The energy that a selenide gains when it forms from its elements can be estimated on paper from two things: how many bonds the metal's valence allows, and how strongly metal and selenium differ in their pull on electrons. For ZnSe, CdSe, Bi2Se3 and SnSe2 such an estimate comes within about 12 % of the density-functional result. For WSe2, PtSe2 and InSe2 it fails badly, and the chemistry of these three shows where the rule stops.

Binary selenides, each relaxed within the symmetry of its starting structure, computed with Ansatz 0.2.0 (plane-wave PAW, scalar-relativistic PBE, no spin polarisation, 420 eV cutoff, Gaussian smearing). Energies over elements are relative to the elements' standard states in the same functional; valence electrons include the d shell of groups 3 to 12.

```
formula  space group of the cell as it ended  space group  volume per atom (Å³)  shortest distance (Å)  pair at the shortest distance  valence electrons an atom  neighbours of the non-metal within 15 % of its shortest distance   k mesh  smearing width  band gap on mesh (eV)  energy over elements (eV/atom)
  InSe2                         P4/nmm (129)       P4/nmm                 24.51                  2.831                          In-Se                       5.00                                                                 4  12×12×6         0.15 eV                  0.000                          -0.195
   CdSe                         P6_3mc (186)       P6_3mc                 29.76                  2.682                          Cd-Se                       9.00                                                                 4  12×12×6         0.02 eV                  0.544                          -0.632
 Bi2Se3                           R-3m (166)         R-3m                 31.69                  2.881                          Bi-Se                       5.60                                                                 6    6×6×6         0.02 eV                  0.694                          -0.391
  SnSe2                          P-3m1 (164)        P-3m1                 30.17                  2.746                          Se-Sn                       5.33                                                                 3  12×12×4         0.02 eV                  0.699                          -0.342
  PtSe2                          P-3m1 (164)        P-3m1                 26.41                  2.530                          Pt-Se                       7.33                                                                 3  12×12×4         0.02 eV                  0.883                          -0.398
   ZnSe                          F-43m (216)        F-43m                 23.54                  2.482                          Se-Zn                       9.00                                                                 4    8×8×8         0.02 eV                  1.154                          -0.713
   WSe2                          P-3m1 (164)        P-3m1                 30.85                  2.548                           Se-W                       6.00                                                                 3  12×12×1         0.02 eV                  1.511                          -0.560
```

The quantity to estimate is the energy over elements, in eV per atom; the more negative it is, the more the compound is favoured over the separate elements. Forming ZnSe means giving up bonds between like atoms, zinc with zinc and selenium with selenium, and making bonds between unlike atoms. Pauling's argument takes an unlike bond to be as strong as the average of the two like bonds, plus a bonus for unequal sharing of the electrons. If the compound has as many bonds as its elements had, the averages cancel and only the bonus remains.

The bonus vanishes for equal pull and should not depend on which of the two atoms pulls harder. If it also varies smoothly, it grows with the square of the difference as long as the difference is small. Electronegativity is the usual measure of this pull. Bonds are counted by valence and not by neighbours: zinc touches four selenium atoms in ZnSe but has only two valence electrons to share, so it counts for two bonds. This gives

E ≈ −0.8 eV × (B / N) × D²

Here E is the energy over elements per atom, B the number of bonds in a formula unit (the metal's valence times the number of metal atoms), N the number of atoms in it, and D the electronegativity of selenium less that of the metal. Rough Pauling values are enough: 2.6 for Se, 1.7 for Zn and Cd, 1.8 for In, 2.0 for Sn and Bi, 2.3 for Pt and 2.4 for W.

For ZnSe the valence of zinc is two, so B = 2 and N = 2, which is one bond an atom. The difference is D = 2.6 − 1.7 = 0.9, and its square is 0.81. The estimate is therefore

E ≈ −0.8 × 1 × 0.81 ≈ −0.65 eV/atom

The calculation gives −0.71 eV/atom. One eV per atom is about 96 kJ per mole of atoms, so the estimate amounts to 0.65 × 96 × 2 ≈ 125 kJ released per mole of ZnSe. The measured heat is expected to be larger, because PBE, to which the constant is fitted, usually makes such gains too small.

For Bi2Se3, two bismuth atoms of valence three make six bonds among five atoms, or 1.2 bonds an atom. The difference is only 0.6, with a square of 0.36, and the estimate is −0.8 × 1.2 × 0.36 ≈ −0.35 eV/atom against a computed −0.39. Bismuth thus brings more bonds per atom than zinc, yet its selenide gains less over the elements. In the rule this comes from the smaller difference: it is two thirds of the value for zinc, and once squared it leaves less than half of the bonus on every bond.

Both worked compounds helped to set the constant, so their agreement is no independent test. It was fitted to the four compounds named at the start, in which selenium has its normal valence of two and the metal's d shell is full; the fit gave 0.82 eV, rounded here to 0.8. A stricter trial predicts each of the four from a constant fitted to the other three, and its typical error is 0.06 eV/atom. Guessing the plain average of the other three would miss by 0.21 eV/atom. The output printed below gives the estimate for every row.

What the rule gets right is the step between two pairs, ZnSe and CdSe on one side and Bi2Se3 and SnSe2 on the other. It does not resolve the order within a pair. Zinc and cadmium have the same rounded electronegativity, so the rule gives their selenides the same energy, although the computed values differ by 0.08 eV/atom. For Bi2Se3 and SnSe2 it even reverses the computed order. The bond count itself is hardly tested, because it varies only from 1 to 1.33 bonds an atom among the four compounds.

The constant belongs to the chosen set of electronegativities and is not a property of the bond. If selenium is given 2.5 in place of 2.6, the fitted constant rises from 0.82 to 1.07 eV. A reader who takes values from another scale has to fit the constant again.

The first kind of failure concerns metals with a partly filled d shell. Tungsten and platinum attract electrons almost as strongly as selenium does, so the rule promises hardly any gain: −0.04 eV/atom for WSe2 and −0.10 for PtSe2. The computed values are −0.56 and −0.40. The strong cohesion of the two metals does not explain this extra gain, since it has to be given up when the selenide forms. The bonds in the selenide must together be stronger than the rule assumes. Bonding theory offers a likely source: d orbitals of the metal and p orbitals of selenium can form covalent bonds that are stronger than the average of the like bonds, even without a difference in pull. The table cannot prove this, because these two compounds also have the smallest electronegativity differences in it.

InSe2 fails in the opposite direction. The rule gives −0.51 eV/atom, while the calculation gives only −0.20. Indium has three valence electrons to share, whereas two selenium atoms could take part in four bonds, so one selenium valence is left over. In elemental selenium it would be used in a bond to another selenium atom, and the rule silently assumes that this bond survives in the compound.

The computed crystal apparently has no such normal bond. Its geometry implies a flat square net of selenium in which each atom has four equally distant selenium neighbours at 2.75 Å, clearly farther than the roughly 2.4 Å of a normal selenium–selenium bond. These pairs are nevertheless closer than the 2.831 Å that the table lists as the shortest distance in InSe2; that entry is only the shortest distance between unlike atoms. The leftover valence is spread over four long contacts, which plausibly costs much of the missing energy. The relaxation kept the symmetry of the starting structure, so the net could not distort into pairs.

One limit lies in the reference values themselves. Bi2Se3, SnSe2, PtSe2 and WSe2 consist of layers held together largely by dispersion forces, which this functional lacks, and their computed layers lie too far apart. Elemental selenium, built of chains that attract each other partly by the same forces, is expected to carry such an error too, and this enters every row. The net error in energy is not known here, but it may be as large as the rule's misses for Bi2Se3 and SnSe2. For these two, a closer match to the table need not make the rule more accurate for the real material.

In practice, three questions come before the arithmetic. Do the valences of metal and selenium balance, with none left over? Is the metal's d shell full? Does the difference D lie between about 0.6 and 0.9, as in the fitted compounds? If all three answers are yes, the rule gives a first estimate, good to roughly 0.1 eV/atom on the few compounds tried here. If any answer is no, the result should not be relied on: for all three such compounds in the table the rule misses by 0.3 eV/atom or more.

Numerical output:

```
fit of energy_over_elements on 4 rows (normal == 1): coefficient of x 0.8226 +/- 0.038; rms 0.0431, worst SnSe2 -0.0529, leave-one-out rms 0.0592
  rows outside the fit (model, value, miss): InSe2 -0.5265, -0.195, -0.331; PtSe2 -0.09872, -0.398, 0.299; WSe2 -0.04387, -0.56, 0.516
Hand rule with constant 0.8 eV, energies in eV/atom:
     row  electronegativity difference  bonds per atom  unfitted Pauling 1 eV  hand rule  computed  hand rule less computed
   InSe2                           0.8               1                  -0.64     -0.512    -0.195                   -0.317
    CdSe                           0.9               1                  -0.81     -0.648    -0.632                   -0.016
  Bi2Se3                           0.6             1.2                 -0.432    -0.3456    -0.391                   0.0454
   SnSe2                           0.6           1.333                  -0.48     -0.384    -0.342                   -0.042
   PtSe2                           0.3           1.333                  -0.12     -0.096    -0.398                    0.302
    ZnSe                           0.9               1                  -0.81     -0.648    -0.713                    0.065
    WSe2                           0.2           1.333               -0.05333   -0.04267     -0.56                   0.5173
Hand rule, rms miss on the four ordinary rows (eV/atom): 0.04557
Hand rule, largest miss on the four ordinary rows (eV/atom): 0.065
Hand rule, largest miss on the four ordinary rows (percent of computed): 12.28
Hand rule, rms miss on all seven rows (eV/atom): 0.2585
Unfitted Pauling constant, rms miss on the four rows (eV/atom): 0.1243
Baseline, mean of the other three rows, rms miss (eV/atom): 0.2088
Fitted constant if selenium is given 2.5 (eV): 1.07
Change of the ZnSe estimate if its difference is 0.8 and not 0.9 (eV/atom): 0.136
Computed CdSe less ZnSe (eV/atom): 0.081
WSe2, computed over hand rule (ratio): 13.12
PtSe2, computed over hand rule (ratio): 4.146
InSe2, hand rule if four bonds were counted (eV/atom): -0.6827
InSe2, Se-Se distance in the square net (angstrom): 2.749
```
